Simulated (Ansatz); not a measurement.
**RePb3: a trial structure relaxed**

Aim: relax RePb3 from this start, Li3N type (P6/mmm, No. 191), and see where it ends.

Computed with Ansatz 0.2.0 (DFT PBE, scalar-relativistic, plane waves, PAW, unless a step's input says otherwise).

## 1. The structure to begin with

It takes space group P6/mmm (No. 191, hexagonal). Conventional cell: a = 4.965 Å, b = 4.965 Å, c = 5.240 Å, α = 90.00°, β = 90.00°, γ = 120.00°. Re (site symmetry 6/mmm) has 8 Pb at 2.62 to 2.87 Å as nearest neighbours. Around Pb (site symmetry 6/mmm) lie 2 Re at 2.62 Å. Pb (site symmetry -6m2) is surrounded by 3 Pb at 2.87 Å and 3 Re at 2.87 Å.

Structure file:

```cif
data_structure
_symmetry_space_group_name_H-M 'P6/mmm'
_symmetry_Int_Tables_number 191
_cell_length_a 4.9653
_cell_length_b 4.9653
_cell_length_c 5.2404
_cell_angle_alpha 90.000
_cell_angle_beta 90.000
_cell_angle_gamma 120.000
_cell_volume 111.89
loop_
_atom_site_label
_atom_site_type_symbol
_atom_site_symmetry_multiplicity
_atom_site_Wyckoff_symbol
_atom_site_fract_x
_atom_site_fract_y
_atom_site_fract_z
_atom_site_occupancy
Re1 Re 1 a 0.00000 0.00000 0.00000 1
Pb1 Pb 1 b 0.00000 0.00000 0.50000 1
Pb2 Pb 2 c 0.33333 0.66667 0.00000 1
```

(A quick probe on a coarse mesh, which set the mesh and smearing, is not shown.)

## 3. Rough relaxation on the coarse mesh

Input file input.yaml:

```yaml
crystal:
  lattice:
    - [4.9653436673, 0.0, 0.0]
    - [-2.4826718337, 4.3001137545, 0.0]
    - [0.0, 0.0, 5.2404049818]
  atoms:
    - { symbol: Re, position: [0.0, 0.0, 0.0] }
    - { symbol: Pb, position: [0.0, 0.0, 0.5] }
    - { symbol: Pb, position: [0.3333333333, 0.6666666667, 0.0] }
    - { symbol: Pb, position: [0.6666666667, 0.3333333333, 0.0] }
basis:
  ecutwfc: 420
kpoints:
  mp_grid: { grid: [6, 6, 4] }
hamiltonian:
  xc: pbe
scf:
  occupations: { method: gaussian, width: 0.1 }
  lower_state_search: "off"
output:
  forces: true
  stress: true
  eigenvalues: true
relax:
  adjacent_minimum: "off"
  f_tol: 0.04
  max_steps: 70
  cell: { stress_tol: 0.4 }
```

Command:

```console
$ ansatz run input.yaml --threads 1 --pin off --max-ram 2560MiB --backend cpu --events-out ev --progress --plain --runs-dir out
```

The session goes on with these runs: relaxing cell and atoms.

**Question.** What will these runs give?

As calculated:

Formation energies count from the elements, computed with the same settings in runs not shown here.

| quantity | value |
| --- | --- |
| cell | a = 5.249 Å, b = 5.249 Å, c = 5.356 Å, α = 90.00°, β = 90.00°, γ = 120.00° |
| space group | P6/mmm (No. 191) |
| volume | 31.95 Å³/atom |
| gap on the mesh | none (metal) |
| formation energy from the elements | +0.819 eV/atom |

What this shows: The space group stayed P6/mmm, and from the first guess the volume went from 27.97 to 31.95 Å³/atom. The formation energy of +0.82 eV/atom is positive, so the elements lie lower than this structure; another structure of the compound can lie lower. Spin-orbit coupling is left out for Pb, Re.
